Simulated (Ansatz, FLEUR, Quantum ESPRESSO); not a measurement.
**BaTiO3: programs and potentials compared**

```
CELL_PARAMETERS angstrom
2.82737 1.63238 2.31839
-2.82737 1.63238 2.31839
0.00000 -3.26476 2.31839
ATOMIC_POSITIONS crystal
Ba 0.00000 0.00000 0.00000
Ti 0.48450 0.48450 0.48450
O 0.50860 0.01750 0.50860
O 0.01750 0.50860 0.50860
O 0.50860 0.50860 0.01750
```

Alike in all runs: task band structure; functional LDA; k mesh 7 × 7 × 7; occupations fermi-dirac, width 0.05 eV; no spin polarisation; no spin-orbit coupling. LDA stands for any of its common fits. Pressure is positive in compression and, in plane waves, holds the error of the finite cutoff. Gaps are the smaller of the mesh's and the band path's.

| program and potentials | plane-wave cutoff (eV) | notes | band gap (eV) | pressure (GPa) | largest force (eV/Å) |
| --- | --- | --- | --- | --- | --- |
| Ansatz, all-electron LAPW, scalar-relativistic | - | - | 2.35 | -5.93 | 0.162 |
| Quantum ESPRESSO, GBRV 1.5 LDA | 612 | - | 2.34 | -4.75 | 0.147 |
| FLEUR, all-electron, FLAPW | - | - | 2.35 | - | - |

Force on atom 1 (Ba), eV/Å:

| program and potentials | x | y | z |
| --- | --- | --- | --- |
| Ansatz, all-electron LAPW, scalar-relativistic | 0.000 | 0.000 | -0.162 |
| Quantum ESPRESSO, GBRV 1.5 LDA | 0.000 | 0.000 | -0.147 |

The band gap spans 2.34 (Quantum ESPRESSO, GBRV 1.5 LDA) to 2.35 eV (Ansatz, all-electron LAPW, scalar-relativistic), with all-electron results at 2.35. The pressure spans -5.93 (Ansatz, all-electron LAPW, scalar-relativistic) to -4.75 GPa (Quantum ESPRESSO, GBRV 1.5 LDA), with all-electron results at -5.93. The paths' points differ, which is worth about 0.01 eV.

Differences between rows come from potentials, basis sets and numerical settings, since the functional is the same but for its coding. Runs on potential files found faulty are left out.

The three calculations agree closely on the gap, 2.34 to 2.35 eV, yet it lies well below the measured gap of BaTiO3. Since all-electron and pseudopotential results coincide, the shortfall belongs to LDA, whose Kohn-Sham gap lacks the derivative discontinuity. The gap separates mainly O 2p valence states from empty Ti 3d states. Mixing between these states also favours the off-centre Ti position in this polar structure.

The negative pressures show that the cell is larger than LDA prefers, in line with the functional's usual overbinding. Pressure differs more between programs than the gap does, probably because it responds more strongly to the description of the semicore shells and to basis convergence.

The residual force on Ba lies along the polar axis and points the same way as the Ti off-centring, so the internal coordinates are not at their LDA equilibrium either. Without the separate forces on Ti and O, it remains open whether relaxation in this fixed cell would strengthen or weaken the overall polar distortion.
